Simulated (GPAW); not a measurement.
# Local fields in the dielectric function of LiH (Fm-3m)

Aim: the dielectric function of LiH (Fm-3m), with and without local fields.

Method: PBE and many-body steps on it, plane waves, in GPAW 26.7.0.

This is a report of a sequence of runs, with most program output left out.

The database entry behind the starting cell differs from later determinations by our own check (the deuteride, about 0.2 % short), so it need not match the best structure at ambient conditions.

## 1. The starting structure

The structure is cubic, space group Fm-3m (No. 225). The conventional cell has a = 4.074 Å, b = 4.074 Å, c = 4.074 Å, α = 90.00°, β = 90.00°, γ = 90.00°. Li has 6 H at 2.04 Å nearest. Nearest to H lie 6 Li at 2.04 Å. Farther neighbours are not listed.

As a file:

```xyz
2
Lattice="0.0000 2.0368 2.0368 2.0368 0.0000 2.0368 2.0368 2.0368 0.0000" Properties=species:S:1:pos:R:3 pbc="T T T"
Li    0.0000    0.0000    0.0000
H     2.0367    2.0368    2.0368
```

The cell and positions come from the Crystallography Open Database and are kept as given unless a step says otherwise.

## 2. Empty states on the mesh, 12×12×12 mesh, 22 bands

This step: GPAW 26.7.0; DFT, PBE, plane waves, PAW.

The sums over transitions need many empty states on a uniform mesh; this step solves for them.

The input, run.py:

```python
import json
import numpy as np
from gpaw.mpi import world
from gpaw import GPAW

calc = GPAW('gs.gpw').fixed_density(kpts={'size': (12, 12, 12), 'gamma': True},
    nbands=28,
    convergence={'bands': 22},
    txt='nscf.txt')
calc.write('full.gpw', mode='all')
res = {}
kpts = calc.get_ibz_k_points()
res['kpts'] = kpts
res['eigenvalues'] = [calc.get_eigenvalues(kpt=k) for k in range(len(kpts))]
res['n_electrons'] = calc.get_number_of_electrons()

if world.rank == 0:
    with open('result.json', 'w') as f:
        json.dump(res, f, default=lambda x: x.tolist())
```

Command:

```bash
$ mpirun -n 4 gpaw python run.py
```

Elapsed: 12 s, on 4 MPI ranks of Intel Xeon Platinum 8259CL at 2.50GHz (Skylake/Cascade Lake), shared host; peak memory 0.62 GiB.

This step gave:

| Item | Value |
| --- | --- |
| gap | 2.999 eV |
| k of the valence top | 0.5, 0.5, 0 |
| k of the conduction bottom | 0.5, 0.5, 0 |
| least direct gap | 2.999 eV |
| k points computed | 72 |
| lowest point of the top converged band, above the valence top | 55.5302 eV |

On this mesh the gap is 2.999 eV.

## 3. RPA response

The response function is computed on a frequency grid, with local fields up to the given cutoff.

This step: linear response, RPA, on PBE, plane waves, PAW.

The input, run.py:

```python
import json
import numpy as np
from gpaw.mpi import world
from gpaw.response.df import DielectricFunction

df = DielectricFunction('full.gpw',
    ecut=50,
    nbands=22,
    eta=0.2,
    frequencies={'type': 'nonlinear', 'domega0': 0.05, 'omega2': 10.0},
    intraband=False,
    txt='df.txt')
res = {'optical': {}, 'eels': []}
for d in 'x':
    y0, y = df.get_dielectric_function(direction=d, xc='RPA', filename=None)
    res['optical'][d] = [y0.real, y0.imag, y.real, y.imag]
res['w'] = df.get_frequencies()
for q_c in [[0.0833333333, 0, 0], [0.25, 0, 0], [0.5, 0, 0], [0.75, 0, 0], [1.25, 0, 0]]:
    res['eels'].append(df.get_eels_spectrum(q_c=q_c, xc='RPA', filename=None))

if world.rank == 0:
    with open('result.json', 'w') as f:
        json.dump(res, f, default=lambda x: x.tolist())
```

Command:

```bash
$ mpirun -n 4 gpaw python run.py
```

Wall time 12 s (4 MPI ranks); peak memory 0.68 GiB.

This step gave:

- ε at zero frequency: 3.879
- the same without local fields: 4.268

The static value is 3.88.

The ε₂ has structure finer than the step of the table below, so its rows give means over 1 eV, whole bins alone (the curve runs from 0 to 39.8 eV). Peaks (eV: height): xx, no local fields 4.4: 4.71, 6.0: 6.24, 7.2: 6.01; xx, local fields 4.4: 3.98, 6.2: 4.89, 7.2: 5.34, 8.2: 3.99.

RPA, broadening 0.2 eV. Table of ε₂ by photon energy; means over each step:

```csv
photon energy (eV),"xx, no local fields","xx, local fields"
1,0.0582,0.0495
2,0.200,0.171
3,1.57,1.35
4,3.74,3.13
5,3.71,3.04
6,4.99,3.98
7,5.33,4.55
8,3.82,3.64
9,2.01,2.17
10,1.39,1.41
11,0.994,1.04
12,0.943,0.980
13,0.670,0.811
14,0.421,0.541
15,0.338,0.444
16,0.230,0.305
17,0.182,0.228
18,0.152,0.197
19,0.104,0.129
20,0.0881,0.105
21,0.0646,0.0742
22,0.0704,0.0767
23,0.0652,0.0732
24,0.0593,0.0617
25,0.0518,0.0616
26,0.0559,0.0608
27,0.0494,0.0649
28,0.0409,0.0596
29,0.0302,0.0516
30,0.0226,0.0376
31,0.0208,0.0305
32,0.0185,0.0296
33,0.0151,0.0211
34,0.0178,0.0243
35,0.0149,0.0233
36,0.0161,0.0240
37,0.0152,0.0237
38,0.0125,0.0211
39,0.00871,0.0139
```

The loss function, xx has structure finer than the step of the table below, so its rows give means over 1 eV, whole bins alone (the curve runs from 0 to 39.8 eV). Peaks (eV: height): 14.0: 2.30, 15.2: 2.41.

Optical limit, local fields. Loss function, xx against energy loss; means over each step:

```
energy loss (eV)  loss function, xx
               1            0.00304
               2            0.00818
               3             0.0416
               4              0.104
               5              0.154
               6              0.155
               7              0.194
               8              0.272
               9              0.410
              10              0.670
              11              0.939
              12               1.01
              13               1.24
              14               1.81
              15               2.02
              16               1.97
              17               1.25
              18              0.960
              19              0.526
              20              0.342
              21              0.201
              22              0.173
              23              0.157
              24              0.117
              25              0.113
              26              0.101
              27              0.107
              28             0.0963
              29             0.0829
              30             0.0586
              31             0.0451
              32             0.0430
              33             0.0296
              34             0.0331
              35             0.0312
              36             0.0316
              37             0.0308
              38             0.0275
              39             0.0178
```

The -Im 1/eps(q) has structure finer than the step of the table below, so its rows give means over 2 eV, whole bins alone (the curve runs from 0 to 39.8 eV). Peaks (eV: height): q = 0.223 1/A 15.6: 2.33; q = 0.668 1/A 16.4: 2.04; q = 1.336 1/A 17.4: 1.22, 20.0: 0.777, 21.8: 0.657, 23.6: 0.576; q = 2.004 1/A 18.4: 0.549, 25.6: 0.432, 30.6: 0.344, 34.0: 0.305; q = 3.340 1/A 27.4: 0.0871, 30.4: 0.105, 33.0: 0.100, 37.6: 0.107.

RPA, local fields; q along the first reciprocal vector. Table of -Im 1/eps(q) by energy loss; means over each step:

```csv
energy loss (eV),q = 0.223 1/A,q = 0.668 1/A,q = 1.336 1/A,q = 2.004 1/A,q = 3.340 1/A
2,0.00752,0.00417,0.00228,0.00136,1.3e-4
4,0.0922,0.0296,0.00800,0.00798,6.8e-4
6,0.159,0.167,0.0900,0.0533,0.00363
8,0.263,0.206,0.188,0.110,0.00528
10,0.633,0.456,0.260,0.144,0.00875
12,0.965,0.751,0.366,0.152,0.0115
14,1.62,1.15,0.429,0.182,0.0206
16,1.93,1.79,0.852,0.311,0.0369
18,1.03,1.22,1.00,0.487,0.0702
20,0.400,0.538,0.699,0.362,0.0674
22,0.215,0.283,0.530,0.268,0.0467
24,0.138,0.185,0.508,0.332,0.0539
26,0.115,0.173,0.379,0.386,0.0757
28,0.103,0.128,0.227,0.402,0.0806
30,0.0636,0.0813,0.158,0.291,0.0859
32,0.0407,0.0545,0.128,0.232,0.0833
34,0.0326,0.0437,0.0781,0.254,0.0932
36,0.0290,0.0317,0.0635,0.184,0.0914
38,0.0256,0.0273,0.0434,0.138,0.0966
```

## 4. ALDA response

This step: linear response, ALDA, on PBE, plane waves, PAW.

run.py: that of step 3 with these lines changed.

```diff
@@ -14,7 +14,7 @@
 for d in 'x':
-    y0, y = df.get_dielectric_function(direction=d, xc='RPA', filename=None)
+    y0, y = df.get_dielectric_function(direction=d, xc='ALDA', filename=None)
     res['optical'][d] = [y0.real, y0.imag, y.real, y.imag]
 res['w'] = df.get_frequencies()
-for q_c in [[0.0833333333, 0, 0], [0.25, 0, 0], [0.5, 0, 0], [0.75, 0, 0], [1.25, 0, 0]]:
-    res['eels'].append(df.get_eels_spectrum(q_c=q_c, xc='RPA', filename=None))
+for q_c in [[0.5, 0, 0]]:
+    res['eels'].append(df.get_eels_spectrum(q_c=q_c, xc='ALDA', filename=None))
```

Command:

```bash
$ mpirun -n 4 gpaw python run.py
```

The job ended after 6.2 s (4 MPI ranks; peak memory 0.69 GiB).

This step gave:

| Quantity | Value |
| --- | --- |
| ε at zero frequency | 4.194 |
| the same without local fields | 4.268 |

The static value is 4.19.

## 5. RPA response, local-field cutoff (12×12×12 mesh, 22 bands, screening to 100 eV, broadening 0.2 eV)

This step: linear response, RPA, on PBE, plane waves, PAW.

run.py: that of step 4 with these lines changed.

```diff
@@ -6,3 +6,3 @@
 df = DielectricFunction('full.gpw',
-    ecut=50,
+    ecut=100,
     nbands=22,
@@ -14,3 +14,3 @@
 for d in 'x':
-    y0, y = df.get_dielectric_function(direction=d, xc='ALDA', filename=None)
+    y0, y = df.get_dielectric_function(direction=d, xc='RPA', filename=None)
     res['optical'][d] = [y0.real, y0.imag, y.real, y.imag]
@@ -18,3 +18,3 @@
 for q_c in [[0.5, 0, 0]]:
-    res['eels'].append(df.get_eels_spectrum(q_c=q_c, xc='ALDA', filename=None))
+    res['eels'].append(df.get_eels_spectrum(q_c=q_c, xc='RPA', filename=None))
```

Command:

```bash
$ mpirun -n 4 gpaw python run.py
```

Elapsed: 7.4 s, on 4 MPI ranks; peak memory 0.73 GiB; 29 s of CPU time.

Numbers from this step:

```
ε at zero frequency           : 3.874
the same without local fields : 4.268
```

The static value is 3.87.

## 6. RPA response, fewer bands (12×12×12 mesh, 3 bands, screening to 50 eV, broadening 0.2 eV)

run.py: that of step 5 with these lines changed.

```diff
@@ -6,4 +6,4 @@
 df = DielectricFunction('full.gpw',
-    ecut=100,
-    nbands=22,
+    ecut=50,
+    nbands=3,
     eta=0.2,
@@ -17,3 +17,3 @@
 res['w'] = df.get_frequencies()
-for q_c in [[0.5, 0, 0]]:
+for q_c in []:
     res['eels'].append(df.get_eels_spectrum(q_c=q_c, xc='RPA', filename=None))
```

Command:

```bash
$ mpirun -n 4 gpaw python run.py
```

Run time: 5.3 s. Hardware: 4 MPI ranks; peak memory 0.55 GiB; 20 s of CPU time.

This step gave:

```
ε at zero frequency           : 3.826
the same without local fields : 4.157
```

## 7. RPA response, scissors (12×12×12 mesh, 22 bands, screening to 50 eV, broadening 0.2 eV)

run.py: that of step 6 with these lines changed.

```diff
@@ -7,3 +7,3 @@
     ecut=50,
-    nbands=3,
+    nbands=22,
     eta=0.2,
@@ -11,2 +11,3 @@
     intraband=False,
+    eshift=1.0,
     txt='df.txt')
```

Command:

```bash
$ mpirun -n 4 gpaw python run.py
```

Wall time 5.4 s (4 MPI ranks); peak memory 0.55 GiB.

This step gave:

- ε at zero frequency: 3.467
- the same without local fields: 3.772

The static value is 3.47.

## 8. RPA response, unknown integration mode (12×12×12 mesh, 22 bands, screening to 30 eV, broadening 0.2 eV)

run.py: that of step 7 with these lines changed.

```diff
@@ -6,3 +6,3 @@
 df = DielectricFunction('full.gpw',
-    ecut=50,
+    ecut=30,
     nbands=22,
@@ -11,3 +11,3 @@
     intraband=False,
-    eshift=1.0,
+    integrationmode='gaussian',
     txt='df.txt')
```

Command:

```bash
$ mpirun -n 4 gpaw python run.py
```

It took 14 s on 4 MPI ranks; peak memory 0.56 GiB.

The run stopped with an error after 14 s.

The program's words: ValueError: Integration mode "gaussian" not implemented.

The fault put into this input: unknown integration mode.

## 9. The runs together

Times are wall times on 4 MPI ranks of Intel Xeon Platinum 8259CL at 2.50GHz (Skylake/Cascade Lake), shared host, good to a factor of about two.

```csv
run,ε(0),without local fields,time
RPA response,3.88,4.27,12 s
ALDA response,4.19,4.27,6.2 s
"RPA response, local-field cutoff (12×12×12 mesh, 22 bands, screening to 100 eV, broadening 0.2 eV)",3.87,4.27,7.4 s
"RPA response, fewer bands (12×12×12 mesh, 3 bands, screening to 50 eV, broadening 0.2 eV)",3.83,4.16,5.3 s
"RPA response, scissors (12×12×12 mesh, 22 bands, screening to 50 eV, broadening 0.2 eV)",3.47,3.77,5.4 s
```

## 10. Results

| Property | Result |
| --- | --- |
| RPA response | ε(0) 3.88 |
| ALDA response | ε(0) 4.19 |
| RPA response, local-field cutoff (12×12×12 mesh, 22 bands, screening to 100 eV, broadening 0.2 eV) | ε(0) 3.87 |
| RPA response, fewer bands (12×12×12 mesh, 3 bands, screening to 50 eV, broadening 0.2 eV) | ε(0) 3.83 |
| RPA response, scissors (12×12×12 mesh, 22 bands, screening to 50 eV, broadening 0.2 eV) | ε(0) 3.47 |

What this shows: In the optical limit the electronic ε(0) is 3.88, against 4.27 without local fields. ALDA response: ε(0) = 4.19. RPA response, local-field cutoff (12×12×12 mesh, 22 bands, screening to 100 eV, broadening 0.2 eV): ε(0) = 3.87. RPA response, fewer bands (12×12×12 mesh, 3 bands, screening to 50 eV, broadening 0.2 eV): ε(0) = 3.83. RPA response, scissors (12×12×12 mesh, 22 bands, screening to 50 eV, broadening 0.2 eV): ε(0) = 3.47. ε(0) converges slowly with a Γ-centred mesh, and this one is not shown settled. Unless a shift is named, the levels are those of the density functional, and only a kernel with a long-range part can bind an exciton.

[Paths, hosts, dates, memory and timing lines, banners, echoed tables and standing remarks are left out of the program output.]

[Logs are printed without paths, hosts, clocks, repeated set-up lines and the standing remarks that a program may print on its own settings, such as how far it seeks lower states.]

[Runs of the session that timed out or met a known fault of the program may be left out.]

[Hosts, paths, dates, database ids (printed as entryN), source tags and the programs' standing remarks are cut or masked in the printed files.]
